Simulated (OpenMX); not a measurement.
A run of OpenMX 3.8.5:

Contents of Ni.dat:

```
System.CurrrentDirectory             ./
System.Name                          Ni
DATA.PATH                            ./DFT_DATA13
level.of.stdout                      1
level.of.fileout                     1
Species.Number                       1
<Definition.of.Atomic.Species
  Ni  Ni6.0H-s3p2d1          Ni_CA13H
Definition.of.Atomic.Species>

<Hubbard.U.values
  Ni  1s 0.0 2s 0.0 3s 0.0 1p 0.0 2p 0.0 1d 4.5
Hubbard.U.values>

Atoms.Number                         1
Atoms.SpeciesAndCoordinates.Unit     AU
<Atoms.SpeciesAndCoordinates
    1  Ni    0.0000000000    0.0000000000    0.0000000000   8.675  9.325  ex
Atoms.SpeciesAndCoordinates>

Atoms.UnitVectors.Unit               AU
<Atoms.UnitVectors
    -2.6148432727    2.6148432727    2.6148432727
     2.6148432727   -2.6148432727    2.6148432727
     2.6148432727    2.6148432727   -2.6148432727
Atoms.UnitVectors>

scf.XcType                           LSDA-CA
scf.SpinPolarization                 on
scf.Hubbard.U                        on
scf.Hubbard.Occupation               dual
scf.ElectronicTemperature            580.226
scf.energycutoff                     500.0
scf.maxIter                          120
scf.EigenvalueSolver                 band
scf.Kgrid                            9 9 9
scf.Mixing.Type                      rmm-diisk
scf.Init.Mixing.Weight               0.01
scf.Min.Mixing.Weight                0.001
scf.Max.Mixing.Weight                0.2
scf.Mixing.History                   40
scf.Mixing.StartPulay                15
scf.criterion                        1.0e-7
MD.Type                              nomd
```

Potentials or basis: OpenMX 2013 LDA set, Ni6.0H-s3p2d1, grid cutoff 500 Ry.

Run with:

```console
$ openmx Ni.dat -nt 1 > Ni.std
```

Hardware: 1 thread of Arm Neoverse V1, on a shared host.

Q: How long does it take, and how much memory?

A: Run time: 60 s on 1 thread of Arm Neoverse V1 (shared host), peak memory 0.39 GiB. Counts: k points 365, basis 14, scf iterations 34.
